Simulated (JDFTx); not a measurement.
## Zn: relaxation of cell and atoms with PBE

Crystal: Zn.

```
Zn
1.0
     2.67000    0.00000    0.00000
    -1.33500    2.31229    0.00000
     0.00000    0.00000    4.96600
Zn
2
Cartesian
  1.3350 0.7708 3.7245
  0.0000 1.5415 1.2415
```

```yaml
Program: JDFTx 1.7.0 (patched build)
Task: relaxation of cell and atoms
Functional: PBE
Potentials_or_basis: SG15-PBE-1.2 with smoothed tails
Cutoff: 1361 eV
Density_cutoff: 10885 eV
k_mesh: 6 × 6 × 3
Occupations: fermi-dirac, width 0.05 eV
Spin: no spin polarisation
Local_potential_set_to_-Z/r_beyond: 6 bohr
Bands: 27
Density_cutoff_over_wavefunction_cutoff: 8
Max_SCF_steps: 100
SCF_threshold_on_the_energy: 1e-09 Ha
Solver_of_the_electrons: scf
Further_solve_for_the_empty_bands: no
```

```json
{"Relaxed volume": "15.25 Å³/atom", "Relaxed cell": "a = 2.630 Å, b = 2.630 Å, c = 5.090 Å, α = 90.00°, β = 90.00°, γ = 120.00°", "Space group after relaxing (to 0.05 Å)": "P6_3/mmc (No. 194)", "Energy gained by relaxing": "8.6 meV/atom", "Ionic steps": "6", "Pressure after relaxing": "0.0 GPa", "Band gap on the k mesh": "none (metal or under the smearing width)"}
```

Step by step:
```tsv
step	energy change (eV)	largest force (eV/Å)	pressure (GPa)	volume (Å³)
1	0.0000	0.0000	-0.85	30.66
2	-0.0075	0.0000	-0.56	30.55
3	-0.0167	0.0000	0.58	30.25
4	-0.0172	0.0000	-0.07	30.52
5	-0.0172	0.0000	0.01	30.49
6	-0.0172	0.0000	0.00	30.50
```

Final structure:
```cif
data_structure
_symmetry_space_group_name_H-M 'P 1'
_symmetry_Int_Tables_number 1
_cell_length_a 2.6302
_cell_length_b 2.6302
_cell_length_c 5.0904
_cell_angle_alpha 90.000
_cell_angle_beta 90.000
_cell_angle_gamma 120.000
_cell_volume 30.50
loop_
_atom_site_label
_atom_site_type_symbol
_atom_site_fract_x
_atom_site_fract_y
_atom_site_fract_z
_atom_site_occupancy
Zn1 Zn 0.66667 0.33333 0.75000 1
Zn2 Zn 0.33333 0.66667 0.25000 1
```

Levels at points of the mesh, in eV from the Fermi level:
```csv
k point,band 18,band 19,band 20,band 21,band 22,band 23
"(0.00, 0.00, 0.00)",-7.44,-7.44,-4.20,-3.91,11.77,15.53
"(0.00, 0.50, 0.00)",-7.26,-3.13,-2.39,1.90,3.15,3.41
```

Wall time 8.5 min on 1 thread of Intel(R) Xeon(R) Platinum 8259CL CPU @ 2.50GHz (Skylake/Cascade Lake), on a shared host, peak memory 0.13 GiB.

Caveat: the k mesh is coarse (spacing up to 0.45 Å⁻¹), so the values aren't converged.
